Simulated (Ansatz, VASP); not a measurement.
This is a calculation of CuAu3 for VASP 6.6.1.

INCAR

```
  ALGO = Normal
  EDIFF = 1E-7
  ENCUT = 520
  GGA = PS
  ISIF = 2
  ISMEAR = -1
  LASPH = T
  LCHARG = F
  LREAL = F
  LWAVE = F
  NBANDS = 30
  NELM = 60
  PREC = Accurate
  SIGMA = 0.05
```

KPOINTS

```
k-points
0
Gamma
  7 7 7
```

POSCAR

```
CuAu3
1.0
    3.9800000000      0.0000000000      0.0000000000
    0.0000000000      3.9800000000      0.0000000000
    0.0000000000      0.0000000000      3.9800000000
Au Cu
3 1
Direct
    0.5220100000      0.4998260000     -0.0032870000
    0.4913490000     -0.0066040000      0.4921100000
    0.0048820000      0.4965450000      0.4838950000
    0.0010370000      0.0045990000      0.0083420000
```

Potentials or basis: VASP PAW PBE potentials, release 64 (Au, Cu).

Command:

```sh
$ cat potpaw_PBE.64/Au/POTCAR potpaw_PBE.64/Cu/POTCAR > POTCAR
$ mpirun -np 1 vasp_std > vasp.out
```

Task: Translate it to Ansatz 0.2.0. Potentials there: Ansatz PAW.

Result: As run (the cutoff follows the program's own potentials):

File input.yaml:

```yaml
crystal:
  lattice:
    - [3.98, 0.0, 0.0]
    - [0.0, 3.98, 0.0]
    - [0.0, 0.0, 3.98]
  atoms:
    - { symbol: Au, position: [0.52201, 0.499826, -0.003287] }
    - { symbol: Au, position: [0.491349, -0.006604, 0.49211] }
    - { symbol: Au, position: [0.004882, 0.496545, 0.483895] }
    - { symbol: Cu, position: [0.001037, 0.004599, 0.008342] }
hamiltonian:
  xc: pbesol
  pseudopotentials: { kind: paw }
kpoints:
  mp_grid: { grid: [7, 7, 7] }
scf:
  occupations: { method: fermi_dirac, width: 0.05 }
output:
  forces: true
  stress: true
  eigenvalues: true
```

Potentials or basis: Ansatz PAW.

Run with:

```console
$ ansatz run input.yaml --threads 1 --pin off --max-ram 3584MiB --backend cpu --events-out ev --progress --plain --runs-dir out
```

Both were run:

|  | VASP | Ansatz | Ansatz less VASP |
| --- | --- | --- | --- |
| gap on the k mesh at the Fermi level (eV) | none | none | - |
| pressure (GPa) | -0.6 | -0.4 | +0.18 |
| largest component of the traceless stress (GPa) | 0.44 | 0.44 | +0.003 |
| rms of the force components (eV/Å) | 0.271 | 0.272 | +0.0005 |

Atom by atom the forces differ by 0.001 eV/Å (rms over components). A gap of «none» marks a metal or a gap that the smearing closes. The two sets of potentials don't hold the same shells in valence.

Caveats: the PAW data sets were made with another functional, which shifts forces and pressure a little (VASP); the PAW data sets come from PBE, with cores solved anew for the run's functional, which leaves a small shift of forces and pressure (Ansatz). The runs have no spin-orbit coupling, so splittings on Au are missing.
